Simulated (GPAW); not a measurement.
# SnSe in GPAW: single point with TB-mBJ

Aim: the single point of SnSe with TB-mBJ.

Program: GPAW 26.7.0. These are calculated values, not measurements. Logs are shortened: lines on timing, memory, paths and dates and some standing lists are left out, and cuts for length are marked. The log counts tension as positive stress, the text compression.

## (1) Starting point

The cell holds a slab with vacuum, 4 atoms: a = 4.285 Å, b = 4.285 Å, c = 10.991 Å, α = 90.00°, β = 90.00°, γ = 90.00°.

## (2) Single point, TB-mBJ

The input, run.py:

```python
from ase import Atoms
from ase.dft.bandgap import bandgap
from ase.io import write
from gpaw import GPAW, PW

atoms = Atoms(['Sn', 'Sn', 'Se', 'Se'],
              cell=[[4.2853274191, 0.0, 0.0],
                    [0.0, 4.2853274191, 0.0],
                    [0.0, 0.0, 10.99069213]],
              scaled_positions=[[0.0, 0.5, 0.62777089],
                                [0.5, 0.0, 0.37222911],
                                [0.0, 0.5, 0.38396051],
                                [0.5, 0.0, 0.61603949]],
              pbc=True)

calc = GPAW(mode=PW(600),
            xc='TB09',
            kpts={'size': (6, 6, 2), 'gamma': True},
            occupations={'name': 'fermi-dirac', 'width': 0.05},
            nbands=33,
            convergence={'density': 1e-05, 'energy': 1e-05},
            eigensolver='cg',
            maxiter=150,
            txt='gpaw.txt')
atoms.calc = calc
energy = atoms.get_potential_energy()
calc.write('gs.gpw')
write('result.traj', atoms)
print('Fermi level:', round(calc.get_fermi_level(), 4), 'eV')
print(f'Gap: {bandgap(calc)[0]:.4f} eV, direct: {bandgap(calc, direct=True)[0]:.4f} eV')
```

Potentials or basis: GPAW PAW data sets for LDA (gpaw-data 1.2.1), pw.

On the command line:

```
$ OMP_NUM_THREADS=1 python run.py
```

gpaw.txt:

```text
___ ___ ___ _ _ _
 |   |   |_  | | | |
 | | | | | . | | | |
 |__ |  _|___|_____|  26.7.0
 |___|_|

Input parameters:
  convergence: {density: 1e-05,
                energy: 1e-05}
  eigensolver: cg
  kpts: {gamma: True,
         size: (6, 6, 2)}
  maxiter: 150
  mode: {ecut: 600.0,
         name: pw}
  nbands: 33
  occupations: {name: fermi-dirac,
                width: 0.05}
  xc: TB09

System changes: positions, numbers, cell, pbc, initial_charges, initial_magmoms

Initialize ...

species:
  Sn:
    name:    Tin
    Z:       50.0
    valence: 14
    core:    36
    charge:  0.0  # [|e|]
    compensation charges:
      type: gauss
      rc: 0.38  # [Å]
      lmax: 2
    cutoffs:
      filter: 2.23  # [Å]
      core: 2.35  # [Å]
    projectors
    | kind |    occ | energy [eV] | rcut [Å] |
    |------|--------|-------------|----------|
    |   5s |  2.000 |     -10.799 |    1.201 |
    |   5p |  2.000 |      -3.869 |    1.270 |
    |   4d | 10.000 |     -25.910 |    1.185 |
    |    s |        |      16.413 |    1.201 |
    |    p |        |      23.342 |    1.270 |
    |    d |        |       1.302 |    1.185 |

    Using partial waves for Sn as LCAO basis

  Se:
    name:    Selenium
    Z:       34.0
    valence: 6
    core:    28
    charge:  0.0  # [|e|]
    compensation charges:
      type: gauss
      rc: 0.27  # [Å]
      lmax: 2
    cutoffs:
      filter: 1.77  # [Å]
      core: 2.67  # [Å]
    projectors
    | kind |    occ | energy [eV] | rcut [Å] |
    |------|--------|-------------|----------|
    |   4s |  2.000 |     -17.472 |    0.847 |
    |   4p |  4.000 |      -6.656 |    1.005 |
    |    s |        |       9.739 |    0.847 |
    |    p |        |      20.555 |    1.005 |
    |    d |        |       0.000 |    0.847 |

    Using partial waves for Se as LCAO basis

Reference energy: -467765.520903  # eV

Spin-paired calculation

Convergence criteria:
 Maximum [total energy] change in last 3 cyles: 1e-05 eV / valence electron
 Maximum integral of absolute [dens]ity change: 1e-05 electrons / valence electron
 Maximum integral of absolute [eigenst]ate change: 4e-08 eV^2 / valence electron
 Maximum number of scf [iter]ations: 150
 (Square brackets indicate name in SCF output, whereas a 'c' in
 the SCF output indicates the quantity has converged.)

Symmetries present (total): 8

  ( 1  0  0)  ( 1  0  0)  ( 0  1  0)  ( 0  1  0)  ( 0 -1  0)  ( 0 -1  0)
  ( 0  1  0)  ( 0 -1  0)  ( 1  0  0)  (-1  0  0)  ( 1  0  0)  (-1  0  0)
  ( 0  0  1)  ( 0  0  1)  ( 0  0 -1)  ( 0  0 -1)  ( 0  0 -1)  ( 0  0 -1)

  (-1  0  0)  (-1  0  0)
  ( 0  1  0)  ( 0 -1  0)
  ( 0  0  1)  ( 0  0  1)

72 k-points: 6 x 6 x 2 Monkhorst-Pack grid + [1/12,1/12,1/4]
20 k-points in the irreducible part of the Brillouin zone
       k-points in crystal coordinates                weights
   0:     0.00000000    0.00000000    0.00000000          1/72
   1:     0.00000000    0.00000000    0.50000000          1/72
   2:     0.16666667    0.00000000    0.00000000          4/72
   3:     0.16666667    0.00000000    0.50000000          4/72
   4:     0.16666667    0.16666667    0.00000000          4/72
   5:     0.16666667    0.16666667    0.50000000          4/72
   6:     0.33333333    0.00000000    0.00000000          4/72
   7:     0.33333333    0.00000000    0.50000000          4/72
   8:     0.33333333    0.16666667    0.00000000          8/72
   9:     0.33333333    0.16666667    0.50000000          8/72
          ...
  19:     0.50000000    0.50000000    0.50000000          1/72

Wave functions: Plane wave expansion
  Cutoff energy: 600.000 eV
  Number of coefficients (min, max): 6688, 6767
  Pulay-stress correction: 0.000000 eV/Ang^3 (de/decut=0.000000)
  Using FFTW library
  ScaLapack parameters: grid=1x1, blocksize=None
  Wavefunction extrapolation:
    Improved wavefunction reuse through dual PAW basis

Occupation numbers: Fermi-Dirac:
  width: 0.0500  # eV

Eigensolver
   CG(niter=4, rtol=3.0e-01)

Densities:
  Coarse grid: 25*25*63 grid
  Fine grid: 50*50*126 grid
  Total Charge: 0.000000

Density mixing:
  Method: separate
  Backend: msr1
  Linear mixing parameter: 0.05
  old densities: 10
  Width of damping distribution: 1.1
  Damping of long wavelength oscillations: 20

Hamiltonian:
  XC and Coulomb potentials evaluated on a 50*50*126 grid
  Using the TB09 Exchange-Correlation functional
  External potential:
    NoExternalPotential

XC parameters: TB09 with 2 nearest neighbor stencil

Number of atoms: 4
Number of atomic orbitals: 26
Number of bands in calculation: 33
Number of valence electrons: 40
Bands to converge: occupied

... initialized

Initializing position-dependent things.

Density initialized from atomic densities
Creating initial wave functions:
  26 bands from LCAO basis set
  7 bands from random numbers

    .----------.
   /|          |
  / |          |
 *  |          |
 |  |          |
 |  |          |
 |  |          |
 | Sn          |
 |  |  Se      |
 |  |          |
 | Se          |
 |  |          |
 |  |  Sn      |
 |  |          |
 |  .----------.
 | /          /
 |/          /
 *----------*

Atomic positions and initial magnetic moments

Positions:
   0 Sn     0.000000    2.142664    6.899637    ( 0.0000,  0.0000,  0.0000)
   1 Sn     2.142664    0.000000    4.091056    ( 0.0000,  0.0000,  0.0000)
   2 Se     0.000000    2.142664    4.219992    ( 0.0000,  0.0000,  0.0000)
   3 Se     2.142664    0.000000    6.770700    ( 0.0000,  0.0000,  0.0000)

Unit cell:
           periodic     x           y           z      points  spacing
  1. axis:    yes    4.285327    0.000000    0.000000    25     0.1714
  2. axis:    yes    0.000000    4.285327    0.000000    25     0.1714
  3. axis:    yes    0.000000    0.000000   10.990692    63     0.1745

  Lengths:   4.285327   4.285327  10.990692
  Angles:   90.000000  90.000000  90.000000

Effective grid spacing dv^(1/3) = 0.1724

iter:   1 13261.596243
iter:   2 13262.043414   +1.97  -0.86
iter:   3 13266.761991   +1.03  -0.78
iter:   4 13263.862877   +0.48  -1.18
iter:   5 13267.875139   -0.02  -1.01
iter:   6 13269.252718   -0.57  -1.20
iter:   7 13272.670951   -0.84  -1.20
iter:   8 13276.305976   -1.10  -1.33
iter:   9 13277.747987   -1.56  -1.46
iter:  10 13278.177269   -1.04  -1.62
[... 112 further cycles ...]
iter: 123 13281.732794   -8.42c -5.25c
iter: 124 13281.733134   -8.10c -5.38c
iter: 125 13281.733516   -7.89c -5.49c
iter: 126 13281.735036   -8.02c -5.47c
iter: 127 13281.733177   -7.37  -5.40c
iter: 128 13281.733186   -7.38  -5.32c
iter: 129 13281.733633   -8.12c -5.74c
iter: 130 13281.734404   -8.27c -5.90c
iter: 131 13281.734580   -8.59c -5.82c
iter: 132 13281.734601c  -8.53c -5.82c

Converged after 132 iterations.

Dipole moment: (0.000000, 0.000000, -0.000000) |e|*Ang

Energy contributions relative to reference atoms: (reference = -467765.520903)

Kinetic:        +56.441116
Potential:      -47.806781
External:        +0.000000
XC:            +13274.568753
Entropy (-ST):   -0.000000
Local:           -1.468486
SIC:             +0.000000
--------------------------
Free energy:   +13281.734601
Extrapolated:  +13281.734601

Showing only first 2 kpts
 Kpt  Band  Eigenvalues  Occupancy
  0    18      0.60591    2.00000
  0    19      2.30377    2.00000
  0    20      5.46726    0.00000
  0    21      6.99499    0.00000

  1    18      0.60590    2.00000
  1    19      2.30394    2.00000
  1    20      5.39506    0.00000
  1    21      6.99518    0.00000

Fermi level: 3.85317

Gap: 2.179 eV
Transition (v -> c):
  (s=0, k=13, n=19, [0.50, 0.00, 0.50]) -> (s=0, k=12, n=20, [0.50, 0.00, 0.00])
Direct/indirect transitions are different
Direct gap: 2.179 eV
Transition at: (s=0, k=12, n=19, [0.50, 0.00, 0.00])
Writing to gs.gpw (mode='')
```

Run time: 9.1 min. Hardware: 1 thread of Intel Xeon 6975P-C (Granite Rapids), shared host; peak memory 0.44 GiB.

Results:

| Item | Value |
| --- | --- |
| Band gap on the k mesh | 2.18 eV, direct |

Levels at points of the mesh, in eV from the valence-band top:
```tsv
k point	band 16	band 17	band 18	band 19	band 20	band 21	band 22	band 23	band 24	band 25
(0.00, 0.00, 0.00)	-3.36	-3.07	-2.14	-2.14	-0.44	2.72	4.25	5.05	5.05	5.09
(0.00, 0.00, 0.50)	-3.36	-3.06	-2.14	-2.14	-0.44	2.65	4.25	5.05	5.05	5.66
(0.50, 0.00, 0.00)	-2.59	-2.05	-2.05	0.00	0.00	2.18	2.18	2.45	2.45	4.13
(0.50, 0.00, 0.50)	-2.59	-2.05	-2.05	0.00	0.00	2.18	2.18	2.45	2.45	4.10
(0.50, 0.50, 0.00)	-4.88	-3.42	-3.42	-1.82	-1.82	4.43	4.43	5.45	5.45	5.61
(0.50, 0.50, 0.50)	-4.88	-3.42	-3.42	-1.81	-1.81	4.42	4.42	5.47	5.47	5.60
```

Caveat: a model potential gives levels but no total energy; spin-orbit coupling is left out, which moves the levels of the heavy elements.
